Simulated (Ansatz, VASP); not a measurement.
**Two plane-wave programs on Pd**

Contents of INCAR:

```
SYSTEM = Pd
ALGO     = Normal         ! electronic algorithm
EDIFF    = 1E-6           ! SCF threshold, eV
ENCUT    = 520            ! plane-wave cutoff, eV
GGA      = PE             ! functional
ISIF     = 2              ! what is computed and relaxed
ISMEAR   = 0              ! smearing method
LASPH    = .True.         ! aspherical terms in the spheres
LCHARG   = .True.         ! write CHGCAR
LELF     = .True.         ! ELF
LREAL    = .False.        ! projectors in reciprocal space
LVHAR    = .True.       
LWAVE    = .False.        ! write WAVECAR
NBANDS   = 11             ! bands
NELM     = 60             ! most SCF steps
PREC     = Accurate       ! precision mode
SIGMA    = 0.15           ! smearing width, eV
```

KPOINTS

```
k-points
0
Gamma
  8 8 8
  0 0 0
```

Contents of POSCAR:

```
Pd
1.0
    0.0000000000      1.8476550000      2.0421450000
    1.8476550000      0.0000000000      2.0421450000
    1.8476550000      1.8476550000      0.0000000000
Pd
1
Direct
    0.0000000000      0.0000000000      0.0000000000
```

Input for Ansatz:

```yaml
crystal:
  lattice:
    - [0.0, 1.847655, 2.042145]
    - [1.847655, 0.0, 2.042145]
    - [1.847655, 1.847655, 0.0]
  atoms:
    - { symbol: Pd, position: [0.0, 0.0, 0.0] }
basis:
  ecutwfc: 420
kpoints:
  mp_grid: { grid: [8, 8, 8] }
hamiltonian:
  xc: pbe
scf:
  occupations: { method: gaussian, width: 0.15 }
output:
  forces: true
  stress: true
  eigenvalues: true
```

Change from the starting cell: strain -0.050 along x and y, +0.050 along z, atoms carried along.

Alike in both runs: task single point; functional PBE; k mesh 8 × 8 × 8; occupations gaussian, width 0.15 eV; no spin polarisation.

|  | VASP | Ansatz |
| --- | --- | --- |
| version | VASP 6.6.1 | Ansatz 0.2.0 |
| potentials or method | VASP PAW PBE potentials, release 64 (Pd) | scalar-relativistic, plane waves, PAW |
| plane-wave cutoff (eV) | 520 | 420 |
| valence electrons in the cell | 10 | 18 |

|  | VASP | Ansatz | Ansatz less VASP |
| --- | --- | --- | --- |
| gap on the k mesh at the Fermi level (eV) | none | none | - |
| pressure (GPa) | 21.7 | 22.2 | +0.48 |
| largest component of the traceless stress (GPa) | 5.97 | 6.08 | +0.107 |

A gap of «none» marks a metal or a gap that the smearing closes. The two sets of potentials don't hold the same shells in valence.

Caveats: so large a pressure means that the cell lies far from this level's equilibrium, or that cutoff or potentials fall short (VASP).
